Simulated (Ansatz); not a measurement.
Ge:

```
Ge
1.0
    -2.49590    2.65086    1.43695
     2.49590   -2.65086    1.43695
     2.49590    2.65086   -1.43695
Ge
2
Cartesian
  0.0000 1.3254 0.1841
  2.4959 1.3254 1.2529
```

This isn't the form of Ge at room conditions, which is diamond.

Base run:

| Property | Result |
| --- | --- |
| Program | Ansatz 0.2.0 |
| Functional | PBEsol |
| Potentials or basis | all-electron LAPW, scalar-relativistic |
| Cutoff | 252 eV |
| Density cutoff | 1010 eV |
| Basis error allowed | 0.001 eV/atom |
| k mesh | 11 × 11 × 11 |
| Occupations | fermi-dirac, width 0.05 eV |
| Spin | no spin polarisation |

Its results: pressure -2.5 GPa; largest force 0.059 eV/Å.

Task: The run is repeated on the same cell with these changes: functional from PBEsol to LDA. What comes out?

Result: Pressure -4.2 GPa; largest force 0.068 eV/Å.

LDA binds more tightly than PBEsol, so the same cell stands under less pressure.

Not every run made on this cell is shown here.
